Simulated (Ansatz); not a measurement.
**Ir: the crystal squeezed far**

The task here is to estimate one member of a computed series from the others.

Program: Ansatz 0.2.0. Level of theory: DFT PBE, with the methods named in each step. These are calculated values, not measurements.

5 further runs of the same task are left out: 5 that didn't finish. Runs told in other sessions of the task aren't counted.

### The structure to begin with

The structure is tetragonal, space group I4_1/amd (No. 141). The conventional cell has a = 4.853 Å, b = 4.853 Å, c = 2.755 Å, α = 90.00°, β = 90.00°, γ = 90.00°. Around Ir (site symmetry -4m2) lie 6 Ir at 2.52 to 2.75 Å.

As a file:

```cif
data_structure
_symmetry_space_group_name_H-M 'P 1'
_symmetry_Int_Tables_number 1
_cell_length_a 3.6974
_cell_length_b 3.6974
_cell_length_c 3.6974
_cell_angle_alpha 97.976
_cell_angle_beta 97.976
_cell_angle_gamma 136.259
_cell_volume 32.43
loop_
_atom_site_label
_atom_site_type_symbol
_atom_site_fract_x
_atom_site_fract_y
_atom_site_fract_z
_atom_site_occupancy
Ir1 Ir 0.62500 0.87500 0.75000 1
Ir2 Ir 0.37500 0.12500 0.25000 1
```

Whether this phase is the stable one at these pressures isn't tested.

Atoms are numbered in the order of the input: Ir1, Ir2.

Set-up of the first run:

Contents of input.yaml:

```yaml
crystal:
  lattice:
    - [-2.4263193818, 2.4263193818, 1.377341016]
    - [2.4263193818, -2.4263193818, 1.377341016]
    - [2.4263193818, 2.4263193818, -1.377341016]
  atoms:
    - { symbol: Ir, position: [-0.375, -0.125, -0.25] }
    - { symbol: Ir, position: [0.375, 0.125, 0.25] }
kpoints:
  mp_grid: { grid: [18, 18, 18] }
scf:
  occupations: { method: fermi_dirac, width: 0.05 }
hamiltonian:
  xc: pbe
  pseudopotentials: { kind: all_electron, datasets: crystal }
output:
  forces: true
  stress: true
  eigenvalues: true
```

Launch:

```console
> ansatz run input.yaml --threads 1 --pin off --max-ram 2048MiB --backend cpu --events-out ev --progress --plain --runs-dir out
```

Steps of the session up to this table: Volume scaled by 1, crystal datasets; Volume scaled by 1, norm-conserving; Volume scaled by 0.92, norm-conserving; Volume scaled by 0.84, crystal datasets; Volume scaled by 0.68, norm-conserving; Volume scaled by 0.45, norm-conserving.

One of the session's tables, all rows but one given; the rest of the session is left out.

| method | volume over the first | volume (Å³/atom) | pressure (GPa) |
| --- | --- | --- | --- |
| PAW | 1 | 16.217 | -0.02 |
| PAW | 0.92 | 14.920 | 27.83 |
| PAW | 0.84 | ? | ? |
| PAW | 0.76 | 12.325 | 146.45 |
| PAW | 0.68 | 11.027 | 267.85 |
| PAW | 0.6 | 9.730 | 473.88 |
| PAW | 0.52 | 8.433 | 838.17 |
| PAW | 0.45 | 7.298 | 1410.05 |
| PAW (cutoff 300 eV) | 0.45 | 7.298 | 1411.32 |
| crystal datasets | 1 | 16.217 | -0.04 |
| crystal datasets | 0.84 | 13.622 | 72.86 |
| norm-conserving | 1 | 16.217 | 0.11 |
| norm-conserving | 0.92 | 14.920 | 28.00 |
| norm-conserving | 0.68 | 11.027 | 268.16 |
| norm-conserving | 0.45 | 7.298 | 1406.26 |

Estimate the missing values for PAW, 0.84.

The run gave: volume (Å³/atom): 13.622; pressure (GPa): 72.98.

Limits of these values: Rows by PAW come from runs of the same series that aren't printed here. Warnings in the runs' records: printed levels off, crystal datasets made, cutoff below recommended.
